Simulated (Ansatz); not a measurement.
# hcp against fcc along the alkali metals

Theory: DFT, PBE, plane waves (420 eV) with PAW, scalar-relativistic in Ansatz 0.2.0.

Each structure is relaxed within its symmetry, in the lowest magnetic state of the tried starts. Differences under about 8 meV lie within the error of the k-point mesh.

```tsv
element	E(hcp) − E(fcc) (meV/atom)	V(hcp) (Å³/atom)	V(fcc) (Å³/atom)	state of hcp	state of fcc
Li	0	20.20	20.17	spin not included	spin not included
Na	-1	37.13	37.09	spin not included	spin not included
K	-1	74.09	74.13	spin not included	spin not included
Rb	-1	91.32	91.49	spin not included	spin not included
Cs	0	116.84	116.48	spin not included	spin not included
```
